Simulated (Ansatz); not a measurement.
Seebeck coefficient (μV/K, mean over directions) of n-type BaSnO$_{3}$ (Pm-3m) against carrier density, PBEsol, rigid bands run with Ansatz (a program for electronic structure). Computed gap 0.86 eV; densities at which minority carriers matter at this gap, or further valleys turn the trend, are left out. Conductivity mass 0.169 mₑ (harmonic mean over directions), N_c = 1.7e18 cm⁻³ at 300 K.

```csv
electron density,300 K,500 K
1e17 cm⁻³,-457,?
1e18 cm⁻³,-263,-329
3e18 cm⁻³,-178,-239
1e19 cm⁻³,-100,-150
3e19 cm⁻³,-53,-86
1e20 cm⁻³,-27,-44
3e20 cm⁻³,?,-25
1e21 cm⁻³,?,-14
```

Question: Complete the blanks.

Answer: 
- 1e17 cm⁻³, 500 K: -525
- 3e20 cm⁻³, 300 K: -15
- 1e21 cm⁻³, 300 K: -8

Rigid bands with a gap fixed in temperature, one relaxation time for all states, no polarons or phonon drag, and whether or not such doping can be reached. Spin-orbit coupling is left out.
